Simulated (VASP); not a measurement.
# Te2Mo (P6_3/mmc) in VASP: phonons with LDA

Aim: the phonons of Te2Mo with LDA.

All numbers are computed with VASP 6.6.1; they aren't measurements. Logs are shortened: lines on timing, memory, paths and dates and some standing lists are left out, and cuts for length are marked.

## (1) Starting point

The structure is hexagonal, space group P6_3/mmc (No. 194). Conventional cell: a = 3.518 Å, b = 3.518 Å, c = 13.974 Å, α = 90.00°, β = 90.00°, γ = 120.00°. Te (site symmetry 3m) is surrounded by 3 Mo at 2.72 Å. Around Mo (site symmetry -6m2) lie 6 Te at 2.72 Å.

## (2) Phonons, LDA

The input, POSCAR:

```
Te2Mo
1.0
    3.5182000000      0.0000000000      0.0000000000
   -1.7591000000      3.0468505800      0.0000000000
    0.0000000000      0.0000000000     13.9736000000
Te Mo
4 2
Direct
    0.3333333300      0.6666666700      0.6210000000
    0.6666666700      0.3333333300      0.1210000000
    0.3333333300      0.6666666700      0.8790000000
    0.6666666700      0.3333333300      0.3790000000
    0.3333333300      0.6666666700      0.2500000000
    0.6666666700      0.3333333300      0.7500000000
```

The input, INCAR.step1:

```
ALGO     = Normal         # electronic algorithm
EDIFF    = 1E-8           # SCF threshold, eV
EDIFFG   = -0.002         # ionic threshold
ENCUT    = 600            # plane-wave cutoff, eV
GGA      = CA             # functional
IBRION   = 2              # ionic algorithm
ISIF     = 3              # what is computed and relaxed
ISMEAR   = 0              # smearing method
LASPH    = True           # aspherical terms in the spheres
LCHARG   = False          # write CHGCAR
LREAL    = False          # projectors in reciprocal space
LWAVE    = False          # write WAVECAR
NELM     = 60             # most SCF steps
NSW      = 40             # ionic steps
PREC     = Accurate       # precision mode
SIGMA    = 0.02           # smearing width, eV
```

The input, INCAR.step2:

```
ALGO     = Normal         # electronic algorithm
EDIFF    = 1E-8           # SCF threshold, eV
ENCUT    = 600            # plane-wave cutoff, eV
GGA      = CA             # functional
IBRION   = 6              # ionic algorithm
ISIF     = 2              # what is computed and relaxed
ISMEAR   = 0              # smearing method
LASPH    = True           # aspherical terms in the spheres
LCHARG   = False          # write CHGCAR
LREAL    = False          # projectors in reciprocal space
LWAVE    = False          # write WAVECAR
NELM     = 60             # most SCF steps
NFREE    = 2            
NSW      = 1              # ionic steps
POTIM    = 0.015          # step
PREC     = Accurate       # precision mode
SIGMA    = 0.02           # smearing width, eV
```

The input, KPOINTS:

```
k-points
0
Gamma
  7 7 2
```

Potentials or basis: VASP PAW LDA potentials, release 64 (Te, Mo_sv).

Command:

```console
$ cat potpaw_LDA.64/Te/POTCAR potpaw_LDA.64/Mo_sv/POTCAR > POTCAR
$ cp INCAR.step1 INCAR
$ mpirun -np 1 vasp_std > vasp.out
$ cp CONTCAR POSCAR
$ cp INCAR.step2 INCAR
$ mpirun -np 1 vasp_std > vasp.out
```

OUTCAR:

```text
EDIFF = 1E-8
   ENCUT = 600
   GGA = CA
   IBRION = 6
   ISIF = 2
   ISMEAR = 0
   LASPH = True
   LREAL = False
   NELM = 60
   NFREE = 2
   NSW = 1
   POTIM = 0.015
   PREC = Accurate

 ion  position               nearest neighbor table
   1  0.333  0.667  0.619-   6 2.69   6 2.69   6 2.69   3 3.60
   2  0.667  0.333  0.119-   5 2.69   5 2.69   5 2.69   4 3.60
   3  0.333  0.667  0.881-   6 2.69   6 2.69   6 2.69   1 3.60
   4  0.667  0.333  0.381-   5 2.69   5 2.69   5 2.69   2 3.60
   5  0.333  0.667  0.250-   2 2.69   4 2.69   2 2.69   4 2.69   2 2.69   4 2.69
   6  0.667  0.333  0.750-   1 2.69   3 2.69   1 2.69   3 2.69   1 2.69   3 2.69

  LATTYP: Found a hexagonal cell.
 ALAT       =     3.4746212012
 C/A-ratio  =     3.9624933631

  Lattice vectors:

 A1 = (   3.4746212012,   0.0000000000,   0.0000000000)
 A2 = (  -1.7373106006,   3.0091102330,   0.0000000000)
 A3 = (   0.0000000000,   0.0000000000,  13.7681634490)

Analysis of symmetry for initial positions (statically):
=====================================================================
 Subroutine PRICEL returns:
 Original cell was already a primitive cell.

 Routine SETGRP: Setting up the symmetry group for a
 hexagonal supercell.

 Subroutine GETGRP returns: Found 24 space group operations
 (whereof 12 operations were pure point group operations)
 out of a pool of 24 trial point group operations.

The static configuration has the point symmetry D_3d.
 The point group associated with its full space group is D_6h.

Analysis of symmetry for dynamics (positions and initial velocities):
=====================================================================
 Subroutine PRICEL returns:
 Original cell was already a primitive cell.

 Routine SETGRP: Setting up the symmetry group for a
 hexagonal supercell.

 Subroutine GETGRP returns: Found 24 space group operations
 (whereof 12 operations were pure point group operations)
 out of a pool of 24 trial point group operations.

The dynamic configuration has the point symmetry D_3d.
 The point group associated with its full space group is D_6h.

 Subroutine INISYM returns: Found 24 space group operations
 (whereof 12 operations are pure point group operations),
 and found     1 'primitive' translations

----------------------------------------------------------------------------------------

                                     Primitive cell

  volume of cell :     143.9533

  direct lattice vectors                    reciprocal lattice vectors
     3.474621201  0.000000000  0.000000000     0.287801156  0.166162075  0.000000000
    -1.737310601  3.009110233  0.000000000     0.000000000  0.332324150  0.000000000
     0.000000000  0.000000000 13.768163449     0.000000000  0.000000000  0.072631328

  length of vectors
     3.474621201  3.474621205 13.768163449     0.332324150  0.332324150  0.072631328

  position of ions in fractional coordinates (direct lattice)
     0.333333330  0.666666670  0.619326423
     0.666666670  0.333333330  0.119326423
     0.333333330  0.666666670  0.880673577
     0.666666670  0.333333330  0.380673577
     0.333333330  0.666666670  0.250000000
     0.666666670  0.333333330  0.750000000

  ion indices of the primitive-cell ions
   primitive index   ion index
                 1           1
                 2           2
                 3           3
                 4           4
                 5           5
                 6           6

----------------------------------------------------------------------------------------

 KPOINTS: k-points

Automatic generation of k-mesh.
 Grid dimensions read from file:
 generate k-points for:    7    7    2

 Generating k-lattice:

  Cartesian coordinates                     Fractional coordinates (reciprocal lattice)
     0.041114451  0.023737439  0.000000000     0.142857143  0.000000000  0.000000000
     0.000000000  0.047474879  0.000000000     0.000000000  0.142857143  0.000000000
     0.000000000  0.000000000  0.036315664     0.000000000  0.000000000  0.500000000

  Length of vectors
     0.047474879  0.047474879  0.036315664

  Shift w.r.t. Gamma in fractional coordinates (k-lattice)
     0.000000000  0.000000000  0.000000000

 Subroutine IBZKPT returns following result:
 ===========================================

 Found     16 irreducible k-points:

 Following reciprocal coordinates:
            Coordinates               Weight
  0.000000  0.000000  0.000000      1.000000
  0.142857  0.000000  0.000000      6.000000
  0.285714 -0.000000  0.000000      6.000000
  0.428571  0.000000  0.000000      6.000000
  0.142857  0.142857  0.000000      6.000000
  0.285714  0.142857  0.000000     12.000000
[... 8 lines left out ...]
  0.428571  0.142857  0.500000      6.000000
  0.285714  0.285714  0.500000      6.000000
   k-points           NKPTS =     16   k-points in BZ     NKDIM =     16   number of bands    NBANDS=     31
   number of dos      NEDOS =    301   number of ions     NIONS =      6
   total plane-waves  NPLWV =  87808
   dimension x,y,z NGX =    28 NGY =   28 NGZ =  112
   dimension x,y,z NGXF=    56 NGYF=   56 NGZF=  224
   ions per type =               4   2
   NGX,Y,Z   is equivalent  to a cutoff of  13.40, 13.40, 13.52 a.u.
   NGXF,Y,Z  is equivalent  to a cutoff of  26.79, 26.79, 27.05 a.u.
 SYSTEM =  unknown system
   PREC   = accura    normal or accurate (medium, high low for compatibility)
   ISTART =      0    job   : 0-new  1-cont  2-samecut
   ICHARG =      2    charge: 1-file 2-atom 10-const
   ISPIN  =      1    spin polarized calculation?
   LNONCOLLINEAR =      F non collinear calculations
   LSORBIT =      F    spin-orbit coupling
   LASPH  =      T    aspherical Exc in radial PAW
   ENCUT  =  600.0 eV  44.10 Ry    6.64 a.u.   6.94  6.94 27.50*2*pi/ulx,y,z
   NELM   =     60;   NELMIN=  2; NELMDL=  0     # of ELM steps
   EDIFF  = 0.1E-07   stopping-criterion for ELM
   LREAL  =      F    real-space projection
   EDIFFG = 0.1E-06   stopping-criterion for IOM
   NSW    =    109    number of steps for IOM
   IBRION =      6    ionic relax: 0-MD 1-quasi-New 2-CG
   NFREE  =      2    steps in history (QN), initial steepest desc. (CG)
   ISIF   =      2    stress and relaxation
   ISYM   =      2    0-nonsym 1-usesym 2-fastsym
   POTIM  = 0.0150    time-step for ionic-motion
   TEBEG  =    0.0;   TEEND  =   0.0 temperature during run
   PSTRESS=    0.0 pullay stress
   NELECT =      52.0000    total number of electrons
   NUPDOWN=      -1.0000    fix difference up-down
   EMIN   =  10.00;   EMAX   =-10.00  energy-range for DOS
   EFERMI =   0.00;   METHOD = LEGACY
   ISMEAR =     0;   SIGMA  =   0.02  broadening in eV -4-tet -1-fermi 0-gaus
   EFERMI_NEDOS =   21; number of points for ismear=-14 and -15
   IALGO  =     38    algorithm
   IMIX   =      4    mixing-type and parameters
     AMIX     =   0.40;   BMIX     =  1.00
     AMIX_MAG =   1.60;   BMIX_MAG =  1.00
  volume/ion in A,a.u.               =      23.99       161.91
  Fermi-wavevector in a.u.,A,eV,Ry     =   1.165920  2.203269 18.495344  1.359369
  Thomas-Fermi vector in A             =   2.302440
   LORBIT       =      0    0 simple, 1 ext, 2 COOP (PROOUT), +10 PAW based schemes
   GGA     = CA    functional components
   LHFCALC =     F    Hartree Fock is set to
   AEXX    =    0.0000 exact exchange contribution
   IVDW    =     0    specifies the selected vdW correction
   LEPSILON=     F    determine dielectric tensor
   LRPA    =     F    only Hartree local field effects (RPA)
 finite differences with symmetry
 non-spin polarized calculation
 Gauss-broadening in eV      SIGMA  =   0.02
  energy-cutoff  :      600.00
  volume of cell :      143.95
 maximum number of plane-waves:      4822
 NGX is ok and might be reduce to    28
   NGX = 13   NGY = 13   NGZ = 55

--------------------------------------- Ionic step        1  -------------------------------------------

 number of electron      51.9999999 magnetization

 Free energy of the ion-electron system (eV)
  ---------------------------------------------------
  ext. energy  EPLUGINS =         0.00000000
  ---------------------------------------------------
  free energy    TOTEN  =       -41.26307570 eV

  energy without entropy =      -41.26307570  energy(sigma->0) =      -41.26307570

------------------------ aborting loop because EDIFF is reached ----------------------------------------

  FORCE on cell =-STRESS in cart. coord.  units (eV):
  Direction    XX          YY          ZZ          XY          YZ          ZX
  --------------------------------------------------------------------------------------
  -------------------------------------------------------------------------------------
  Total        0.0056560      0.0056560      0.0086705      0.0000000      0.0000000     -0.0000000
  in kB        0.0629507      0.0629507      0.0965011      0.0000000      0.0000000     -0.0000000
  external PRESSURE =       0.0741341 kB  Pullay stress =       0.0000000 kB
[... 307 lines left out ...]
--------------------------------------- Ionic step        9  -------------------------------------------

 number of electron      51.9999999 magnetization

 Free energy of the ion-electron system (eV)
  ---------------------------------------------------
  ext. energy  EPLUGINS =         0.00000000
  ---------------------------------------------------
  free energy    TOTEN  =       -41.26058803 eV

  energy without entropy =      -41.26058803  energy(sigma->0) =      -41.26058803

 E-fermi :   8.6656     XC(G=0): -10.8542

 val. band max:        8.5665485976   @ k =   0.0000   0.0000   0.0000
 cond. band min:       9.3326566047   @ k =   0.2857   0.1429   0.0000
 fundamental gap:      0.7661080071
 Fermi energy:         8.6656172193

 k-point     1 :       0.0000    0.0000    0.0000
  band No.  band energies     occupation
      1     -51.8934      2.00000
      2     -51.8932      2.00000
      3     -26.2804      2.00000
      4     -26.2802      2.00000
      5     -26.1130      2.00000
      6     -26.1130      2.00000
[... 566 lines left out ...]
  FREE ENERGIE OF THE ION-ELECTRON SYSTEM (eV)
  ---------------------------------------------------
  free  energy   TOTEN  =       -41.2605880280 eV

  energy  without entropy=      -41.2605880280  energy(sigma->0) =      -41.26058803

 INTERNAL STRAIN TENSORS FROM DISPLACED ATOMS
 ============================================

 INTERNAL STRAIN TENSOR FOR ION    1 for displacements in x,y,z  (eV/Angst):
          X           Y           Z          XY          YZ          ZX
  --------------------------------------------------------------------------------
  x     0.00000     0.00000     0.00000    -3.67856     0.00000    11.06622
  y    -3.67856     3.67856     0.00000     0.00000    11.06622     0.00000
  z     9.34028     9.34028    24.07257     0.00000     0.00000     0.00000

 INTERNAL STRAIN TENSOR FOR ION    6 for displacements in x,y,z  (eV/Angst):
          X           Y           Z          XY          YZ          ZX
  --------------------------------------------------------------------------------
  x     0.00000     0.00000     0.00000     7.13471     0.00000     0.00000
  y     7.13471    -7.13471    -0.00000     0.00000     0.00000     0.00000
  z     0.00000     0.00000     0.00000    -0.00000     0.00000     0.00000

 Eigenvectors and eigenvalues of the dynamical matrix
 ----------------------------------------------------

   1 f  =    8.879130 THz    55.789218 2PiTHz  296.175889 cm-1    36.721114 meV
             X         Y         Z           dx          dy          dz
     -0.000000  2.006073  8.526987    -0.000000    0.000000   -0.260649
      1.737311  1.003037  1.642906    -0.000000    0.000000    0.260649
     -0.000000  2.006073 12.125258    -0.000000    0.000000   -0.260649
      1.737311  1.003037  5.241176    -0.000000    0.000000    0.260649
     -0.000000  2.006073  3.442041    -0.000000    0.000000   -0.603427
      1.737311  1.003037 10.326123     0.000000   -0.000000    0.603427
[... 145 lines left out ...]
  18 f/i=    0.000108 THz     0.000676 2PiTHz    0.003588 cm-1     0.000445 meV
             X         Y         Z           dx          dy          dz
     -0.000000  2.006073  8.526987    -0.333078   -0.265988    0.000000
      1.737311  1.003037  1.642906    -0.333078   -0.265988    0.000000
     -0.000000  2.006073 12.125258    -0.333078   -0.265988    0.000000
      1.737311  1.003037  5.241176    -0.333078   -0.265988    0.000000
     -0.000000  2.006073  3.442041    -0.288825   -0.230649    0.000000
      1.737311  1.003037 10.326123    -0.288825   -0.230649    0.000000

 ELASTIC MODULI CONTR FROM IONIC RELAXATION (kBar)
 Direction    XX          YY          ZZ          XY          YZ          ZX
 --------------------------------------------------------------------------------
 XX        -342.3350   -180.9249   -674.2951     -0.0000     -0.0000     -0.0000
 YY        -180.9249   -342.3350   -674.2951      0.0000     -0.0000      0.0000
 ZZ        -674.2951   -674.2951  -1737.8513     -0.0000      0.0000      0.0000
 XY          -0.0000      0.0000     -0.0000    -80.7051     -0.0000     -0.0000
 YZ           0.0000      0.0000      0.0000     -0.0000   -794.0571      0.0000
 ZX          -0.0000      0.0000      0.0000     -0.0000      0.0000   -794.0570
 --------------------------------------------------------------------------------
```

Wall time 24 min (1 thread of Intel Xeon Platinum 8488C (Sapphire Rapids), shared host); peak memory 0.5 GiB.

What came out:

| Item | Value |
| --- | --- |
| Relaxed volume | 23.99 Å³/atom |
| Relaxed cell | a = 3.475 Å, b = 3.475 Å, c = 13.768 Å, α = 90.00°, β = 90.00°, γ = 120.00° |
| Space group after relaxing (to 0.05 Å) | P6_3/mmc (No. 194) |
| Highest phonon frequency at Γ, LO-TO splitting left out | 296 cm⁻¹ |

Step by step:
| step | energy change (eV) | largest force (eV/Å) | pressure (GPa) | volume (Å³) |
| --- | --- | --- | --- | --- |
| 1 | 0.0000 | 0.2405 | -2.77 | 149.79 |
| 2 | 0.0672 | 0.8758 | 5.17 | 140.61 |
| 3 | -0.0330 | 0.1395 | -0.13 | 146.35 |
| 4 | -0.0330 | 0.1475 | -0.08 | 146.28 |
| 5 | -0.0378 | 0.0663 | -0.02 | 145.57 |
| 6 | -0.0380 | 0.0442 | -0.01 | 145.38 |
| 7 | -0.0385 | 0.0297 | -0.08 | 145.31 |
| 8 | -0.0396 | 0.0140 | -0.30 | 145.10 |
| 9 | -0.0386 | 0.1002 | -0.71 | 144.69 |
| 10 | -0.0397 | 0.0361 | -0.40 | 144.99 |
| 11 | -0.0399 | 0.0322 | -0.37 | 144.91 |
| 12 | -0.0403 | 0.0208 | -0.27 | 144.66 |
| 13 | -0.0407 | 0.0026 | -0.07 | 144.17 |
| 14 | -0.0407 | 0.0075 | -0.02 | 144.06 |
| 15 | -0.0407 | 0.0067 | -0.02 | 144.05 |
| 16 | -0.0408 | 0.0044 | -0.01 | 144.00 |
| 17 | -0.0408 | 0.0001 | 0.02 | 143.92 |
| 18 | -0.0408 | 0.0017 | 0.01 | 143.95 |

Final structure:
```
Te Mo
1.0
     3.47462    0.00000    0.00000
    -1.73731    3.00911    0.00000
     0.00000    0.00000   13.76816
Te Mo
4 2
Cartesian
  0.0000 2.0061 8.5270
  1.7373 1.0030 1.6429
  0.0000 2.0061 12.1253
  1.7373 1.0030 5.2412
  0.0000 2.0061 3.4420
  1.7373 1.0030 10.3261
```

Phonon frequencies in cm⁻¹ (negative: imaginary):
```tsv
q point	frequencies
(0.000, 0.000, 0.000)	0 0 0 29 29 39 119 119 121 121 174 178 239 239 239 239 290 296
```
